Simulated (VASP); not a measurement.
Crystal: TePb.

```
Te Pb
1.0
     0.00000    3.22185    3.22185
     3.22185    0.00000    3.22185
     3.22185    3.22185    0.00000
Te Pb
1 1
Direct
  0.50000 0.50000 0.50000
  0.00000 0.00000 0.00000
```

Base run:

| Property | Result |
| --- | --- |
| Program | VASP 6.6.1 |
| Functional | r2SCAN |
| Potentials or basis | VASP PAW PBE potentials, release 64 (Te, Pb_d) |
| Cutoff | 520 eV |
| k mesh | 8 × 8 × 8 |
| Occupations | gaussian, width 0.03 eV |
| Spin | no spin polarisation |

Its results: band gap on the k mesh 1.00 eV, direct; pressure 2.0 GPa.

**Question.** The run is repeated on the same cell with these changes: functional from r2SCAN to LDA; potentials or basis from VASP PAW PBE potentials, release 64 (Te, Pb_d) to VASP PAW LDA potentials, release 64 (Te, Pb_d). What comes out?

**Answer.** Band gap on the k mesh 0.62 eV, direct; pressure -1.3 GPa.

Caveats: spin-orbit coupling is left out, which as a rule narrows the gap of such compounds by several tenths of an eV; the PAW data sets were made with another functional, which shifts forces and pressure a little (some runs).
